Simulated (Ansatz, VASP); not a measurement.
**FeCo3 in VASP and in Ansatz**

```
CELL_PARAMETERS angstrom
3.50462 0.00000 0.00000
0.00000 3.50462 0.00000
0.00000 0.00000 3.50462
ATOMIC_POSITIONS crystal
Fe 0.00000 0.00000 0.00000
Co 0.50000 0.50000 0.00000
Co 0.50000 0.00000 0.50000
Co 0.00000 0.50000 0.50000
```

Alike in both runs: functional PBEsol; k mesh 2 × 2 × 2; occupations gaussian, width 0.1 eV; collinear spin.

Ansatz relaxed the structure, and its values are those at the end. VASP's run is a single point on that final structure, the one shown.

```csv
,VASP,Ansatz
version,VASP 6.6.1,Ansatz 0.2.0
potentials or method,"VASP PAW PBE potentials, release 64 (Fe, Co)","scalar-relativistic, plane waves, PAW"
plane-wave cutoff (eV),520,420
valence electrons in the cell,35,67
```

|  | VASP | Ansatz | Ansatz less VASP |
| --- | --- | --- | --- |
| gap on the k mesh at the Fermi level (eV) | none | none | - |
| pressure (GPa) | -20.8 | 0.0 | +20.82 |
| net moment per atom (μB) | 0.19 | 1.94 | +1.747 |
| size of the moment on the site where the two differ most (μB) | 0.03 | 2.79 | +2.768 |

The net moments differ so much that the two runs ended in different magnetic states, which moves the other rows too. Site moments also hang on the region over which each program counts them. A gap of «none» marks a metal or a gap that the smearing closes. The two sets of potentials don't hold the same shells in valence.

Caveats: the k mesh is coarse (spacing up to 0.90 Å⁻¹), so the values aren't converged; so large a pressure means that the cell lies far from this level's equilibrium, or that cutoff or potentials fall short (VASP); the potentials were made for another functional, which shifts forces and pressure (VASP).
